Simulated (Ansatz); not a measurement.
**Al3Ni5 (Cmmm) under several functionals**

Plane-wave DFT in Ansatz with scalar-relativistic PAW potentials. The same structure was relaxed (cell and atoms, symmetry kept) in separate runs at each level. Whether it is the stable form of this composition wasn't checked. No spin polarisation.

```csv
level,cutoff (eV),k mesh,V (Å³/atom),a (Å),b (Å),c (Å)
PBEsol,420,8×8×10,11.309,6.587,7.384,3.720
r2SCAN,500,8×8×10,11.338,6.582,7.392,3.728
PBE,420,8×8×10,11.729,6.667,7.475,3.765
```

Task: Where does LDA (420 eV, k mesh 8×8×10) fall?

Result: V (Å³/atom) 10.952, a (Å) 6.510, b (Å) 7.308, c (Å) 3.683. Its volume is the smallest of the set. The usual order of volumes, LDA < PBEsol < PBE, holds here (10.952, 11.309, 11.729 Å³/atom). As a rule LDA overbinds; PBEsol, built on the gradient expansion of slowly varying densities, lies between LDA and PBE; PBE's stronger gradient term for exchange weakens bonds. r2SCAN lies 3.3 % under PBE in volume.